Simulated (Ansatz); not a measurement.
# Al(111) with 4 layers of random Al-Ta, 2x2: scattering by chemical disorder

Aim: the residual resistivity of a random alloy, from Al(111) with 4 layers of random Al-Ta, 2x2 and longer regions.

Method: Ansatz plane-wave DFT, PBE, PAW files; ballistic transport by layer matching (Landauer), zero bias; PAW set soft_1, in Ansatz 0.2.0.

Report form: the programs' logs are mostly left out.

## (1) Starting point

The cell holds 40 atoms: 38 Al and 2 Ta. Cell: a = 5.725 Å, b = 5.725 Å, c = 23.429 Å, α = 93.5°, β = 86.5°, γ = 120.0°. It derives from Al. Regions: lead, 24 atoms (24 Al); scattering region, 16 atoms (14 Al and 2 Ta). The structure is stacked along c, and the current runs across the ab planes.

## (2) With 4 alloy layers

In 4 layers a share of 0.125 of the sites is given to Ta at random. The layers about the cell's end stay perfect and serve as the lead. Energies from -0.05 to 0.05 eV in steps of 0.05 eV are too few for the program's thermal sum, so it prints no conductance; for a metal the transmission near the Fermi level serves, at a fraction of the cost.

Input file input.yaml:

```yaml
crystal:
  lattice:
    - [5.7246940741, 0.0, 0.0]
    - [-2.862347037, 4.957730497, 0.0]
    - [1.4311735185, -0.8262884162, 23.3709656917]
  atoms:
    - { symbol: Al, position: [0.9916666667, 0.0083333333, 0.05] }
    - { symbol: Al, position: [0.9916666667, 0.5083333333, 0.05] }
    - { symbol: Al, position: [0.4916666667, 0.0083333333, 0.05] }
    - { symbol: Al, position: [0.4916666667, 0.5083333333, 0.05] }
    - { symbol: Al, position: [0.1416666667, 0.3583333333, 0.15] }
    - { symbol: Al, position: [0.1416666667, 0.8583333333, 0.15] }
    - { symbol: Al, position: [0.6416666667, 0.3583333333, 0.15] }
    - { symbol: Al, position: [0.6416666667, 0.8583333333, 0.15] }
[... 28 atom lines left out ...]
    - { symbol: Al, position: [0.8416666667, 0.1583333333, 0.95] }
    - { symbol: Al, position: [0.8416666667, 0.6583333333, 0.95] }
    - { symbol: Al, position: [0.3416666667, 0.1583333333, 0.95] }
    - { symbol: Al, position: [0.3416666667, 0.6583333333, 0.95] }
kpoints:
  mp_grid: { grid: [5, 5, 1] }
hamiltonian:
  xc: pbe
  pseudopotentials: { kind: paw, azcp: { folder: soft_1 } }
scf:
  occupations: { method: fermi_dirac, width: 0.1 }
output:
  transmission:
    leads: [[0, 4]]
    kmesh: [10, 10]
    e_range: [-0.05, 0.05]
    de: 0.05
  write_potential: true
  write_density: true
  volumetric_format: npy
```

Started as:

```bash
$ ansatz run input.yaml --threads 4 --pin off --max-ram 15360MiB --backend cpu --events-out ev --progress --plain --runs-dir out
```

It took 4.5 min on 4 threads of Arm Neoverse V1, shared host; peak memory 2.1 GiB; 14 min of CPU time.

This step gave:

```
free energy                                    : -40292.9591 eV
energy at zero smearing                        : -40292.6738 eV
Fermi energy                                   : 8.557 eV
cell area                                      : 28.38 Å²
transmission per spin nearest the Fermi level  : 2.599
open channels per spin nearest the Fermi level : 5.41
step of the lead's potential                   : 24.2 meV
```

Per spin. The transmission, zone mean by energy, zero at the Fermi level:

```
energy (eV)  transmission, zone mean
    -0.0500                     2.57
     0.0000                     2.60
     0.0500                     2.66
```

Per spin. Open channels, zone mean, lead against energy, zero at the Fermi level:

```
energy (eV)  open channels, zone mean, lead
    -0.0500                            5.29
     0.0000                            5.41
     0.0500                            5.59
```

Transmission over k1 and k2. At 0.0000 eV from the Fermi level.

Values, 10 rows by 10 columns:
```
2.52 2.89 2.85 2.24 2.49 2.88 2.83 1.98 1.67 1.58
1.86 2.85 2.61 3.31 3.24 2.97 2.90 2.94 2.42 1.67
1.52 2.24 3.31 3.06 2.73 3.13 2.95 1.86 2.94 1.98
2.72 2.49 3.24 2.73 3.10 2.79 2.22 2.95 2.90 2.83
2.81 2.88 2.97 3.13 2.79 2.48 2.79 3.13 2.97 2.88
2.72 2.83 2.90 2.95 2.22 2.79 3.10 2.73 3.24 2.49
1.52 1.98 2.94 1.86 2.95 3.13 2.73 3.06 3.31 2.24
1.86 1.67 2.42 2.94 2.90 2.97 3.24 3.31 2.61 2.85
2.52 1.58 1.67 1.98 2.83 2.88 2.49 2.24 2.85 2.89
2.31 2.52 1.86 1.52 2.72 2.81 2.72 1.52 1.86 2.52
```
Columns: k1 (b1) from -0.5 to 0.4; rows upwards: k2 (b2) from -0.5 to 0.4.

Open channels over k1 and k2. At 0.0000 eV from the Fermi level.

Ten even steps from '0' (3.00) to '9' (7.00):
```
5775775020
2759957222
2599999520
5799779975
2759797957
5579977997
2025999995
2222759957
5020577577
2522525225
```
Columns: k1 (b1) from -0.5 to 0.4; rows upwards: k2 (b2) from -0.5 to 0.4.

Over the solved energies the transmission per spin lies between 2.57 and 2.66, out of 5.43 channels of the lead on average (up to 5.59).

## (3) With 8 alloy layers

In 8 layers a share of 0.125 of the sites is given to Ta at random. A fresh draw is used; the growth of the resistance with length is what counts.

System of this step: Al(111) with 8 layers of random Al-Ta, 2x2. The cell holds 56 atoms: 52 Al and 4 Ta. Cell: a = 5.725 Å, b = 5.725 Å, c = 32.761 Å, α = 87.5°, β = 92.5°, γ = 120.0°. It derives from Al. Regions: lead, 24 atoms (24 Al); scattering region, 32 atoms (28 Al and 4 Ta). The structure is stacked along c, and the current runs across the ab planes.

Input file input.yaml:

```yaml
crystal:
  lattice:
    - [5.7246940741, 0.0, 0.0]
    - [-2.862347037, 4.957730497, 0.0]
    - [-1.4311735185, 0.8262884162, 32.7193519684]
  atoms:
    - { symbol: Al, position: [0.005952381, 0.994047619, 0.0357142857] }
    - { symbol: Al, position: [0.005952381, 0.494047619, 0.0357142857] }
    - { symbol: Al, position: [0.505952381, 0.994047619, 0.0357142857] }
    - { symbol: Al, position: [0.505952381, 0.494047619, 0.0357142857] }
    - { symbol: Al, position: [0.1845238095, 0.3154761905, 0.1071428571] }
    - { symbol: Al, position: [0.1845238095, 0.8154761905, 0.1071428571] }
    - { symbol: Al, position: [0.6845238095, 0.3154761905, 0.1071428571] }
    - { symbol: Al, position: [0.6845238095, 0.8154761905, 0.1071428571] }
[... 44 atom lines left out ...]
    - { symbol: Al, position: [0.3273809524, 0.1726190476, 0.9642857143] }
    - { symbol: Al, position: [0.3273809524, 0.6726190476, 0.9642857143] }
    - { symbol: Al, position: [0.8273809524, 0.1726190476, 0.9642857143] }
    - { symbol: Al, position: [0.8273809524, 0.6726190476, 0.9642857143] }
kpoints:
  mp_grid: { grid: [5, 5, 1] }
hamiltonian:
  xc: pbe
  pseudopotentials: { kind: paw, azcp: { folder: soft_1 } }
scf:
  occupations: { method: fermi_dirac, width: 0.1 }
output:
  transmission:
    leads: [[0, 4]]
    kmesh: [10, 10]
    e_range: [-0.05, 0.05]
    de: 0.05
  write_potential: true
  write_density: true
  volumetric_format: npy
```

Elapsed: 6.9 min, on 4 threads; peak memory 3.2 GiB.

Numbers from this step:

```
free energy                                    : -67685.7387 eV
energy at zero smearing                        : -67685.2923 eV
Fermi energy                                   : 8.848 eV
transmission per spin nearest the Fermi level  : 1.780
open channels per spin nearest the Fermi level : 5.59
step of the lead's potential                   : 10 meV
```

Per spin. Table of transmission, zone mean by energy, zero at the Fermi level:

```
energy (eV)  transmission, zone mean
    -0.0500                     1.72
     0.0000                     1.78
     0.0500                     1.86
```

Over the solved energies the transmission per spin lies between 1.72 and 1.86, out of 5.49 channels of the lead on average (up to 5.59).

## (4) With 12 alloy layers

In 12 layers a share of 0.125 of the sites is given to Ta at random. A fresh draw is used; the growth of the resistance with length is what counts.

System of this step: Al(111) with 12 layers of random Al-Ta, 2x2. The cell holds 72 atoms: 66 Al and 6 Ta. Its edges and angles: a = 5.725 Å, b = 5.725 Å, c = 42.068 Å, α = 90.0°, β = 90.0°, γ = 120.0°. It derives from Al. Regions: lead, 24 atoms (24 Al); scattering region, 48 atoms (42 Al and 6 Ta). The structure is stacked along c, and the current runs across the ab planes.

Input file input.yaml:

```yaml
crystal:
  lattice:
    - [5.7246940741, 0.0, 0.0]
    - [-2.862347037, 4.957730497, 0.0]
    - [0.0, 0.0, 42.0677382451]
  atoms:
    - { symbol: Al, position: [0.0, 0.0, 0.0277777778] }
    - { symbol: Al, position: [0.0, 0.5, 0.0277777778] }
    - { symbol: Al, position: [0.5, 0.0, 0.0277777778] }
    - { symbol: Al, position: [0.5, 0.5, 0.0277777778] }
    - { symbol: Al, position: [0.1666666667, 0.3333333333, 0.0833333333] }
    - { symbol: Al, position: [0.1666666667, 0.8333333333, 0.0833333333] }
    - { symbol: Al, position: [0.6666666667, 0.3333333333, 0.0833333333] }
    - { symbol: Al, position: [0.6666666667, 0.8333333333, 0.0833333333] }
[... 60 atom lines left out ...]
    - { symbol: Al, position: [0.3333333333, 0.1666666667, 0.9722222222] }
    - { symbol: Al, position: [0.3333333333, 0.6666666667, 0.9722222222] }
    - { symbol: Al, position: [0.8333333333, 0.1666666667, 0.9722222222] }
    - { symbol: Al, position: [0.8333333333, 0.6666666667, 0.9722222222] }
kpoints:
  mp_grid: { grid: [5, 5, 1] }
hamiltonian:
  xc: pbe
  pseudopotentials: { kind: paw, azcp: { folder: soft_1 } }
scf:
  occupations: { method: fermi_dirac, width: 0.1 }
output:
  transmission:
    leads: [[0, 4]]
    kmesh: [10, 10]
    e_range: [-0.05, 0.05]
    de: 0.05
  write_potential: true
  write_density: true
  volumetric_format: npy
```

Run time: 15 min. Hardware: 4 threads; peak memory 5.6 GiB.

Numbers from this step:

```yaml
free_energy: -95078.1469 eV
energy_at_zero_smearing: -95077.5836 eV
fermi_energy: 8.989 eV
transmission_per_spin_nearest_the_fermi_level: 1.501
step_of_the_lead_s_potential: 10.4 meV
```

Per spin. The transmission, zone mean by energy, zero at the Fermi level:

```
energy (eV)  transmission, zone mean
    -0.0500                     1.45
     0.0000                     1.50
     0.0500                     1.50
```

Over the solved energies the transmission per spin lies between 1.45 and 1.50, out of 5.49 channels of the lead on average (up to 5.59).

## (5) Resistance against length

This step: Ansatz plane-wave DFT, PBE, PAW files; ballistic transport by layer matching (Landauer), zero bias; residual resistivity from the slope of the area resistance, atoms on the host's lattice; PAW set soft_1 (Ansatz 0.2.0).

This step gave:

```
resistivity           : 57.44 µΩ cm
intercept             : 0.2310 fΩ m²
scatter about the fit : 0.05470 fΩ m²
```

Resistance, by row:

```
run  length (Å)      T  channels N  RA (fΩ m²)
 n4       9.348  2.609        5.43      0.7293
 n8        18.7  1.787        5.49       1.382
n12       28.05  1.483        5.49       1.803
```

The area resistance by length of the alloy:

```
length of the alloy (Å)  area resistance (fΩ m²)
                   9.35                    0.729
                  18.70                     1.38
                  28.05                     1.80
```

The area resistance goes from 0.73 to 1.8 fΩ m² between 9.3 and 28.0 Å, a slope of 57 µΩ cm.

By hand from the end points: (1.803 − 0.7293) fΩ m² / (28.05 − 9.35) Å = 57 µΩ cm, since 1 fΩ m² per Å is 1000 µΩ cm.

## (6) Results

```json
{
  "resistivity from the slope": "57.4 µΩ cm",
  "area resistance over 9.35 Å": "0.729 fΩ m²",
  "area resistance over 18.7 Å": "1.38 fΩ m²",
  "area resistance over 28.0 Å": "1.80 fΩ m²"
}
```

In words: The slope gives 57 µΩ cm. The points scatter by 0.055 fΩ m² about the line, with one random draw a length in a 2x2 cell, so the slope is a rough value. The lead's own channel count moves between the runs (5.43, 5.49 and 5.49), which shifts RA and the slope too. Read with a model of isotropic scattering on a spherical Fermi surface and the lead's 1.5×10¹⁵ S/m², this slope means a mean free path near 8.9 Å; over these lengths the model's slope is within 3 % of its bulk resistivity. The draw over the shortest length came out nearly ordered, with 8 symmetry operations, so that point is a poor sample of a random alloy. The atoms sit on the host's lattice, so scattering by size misfit is left out. Spin-orbit coupling is left out, which matters for Ta.

[Logs are printed without paths, hosts, clocks, repeated set-up lines and the standing remarks that a program may print on its own settings, such as how far it seeks lower states.]

[Hosts, paths, dates, database ids (printed as entryN), source tags and the programs' standing remarks are cut or masked in the printed files.]
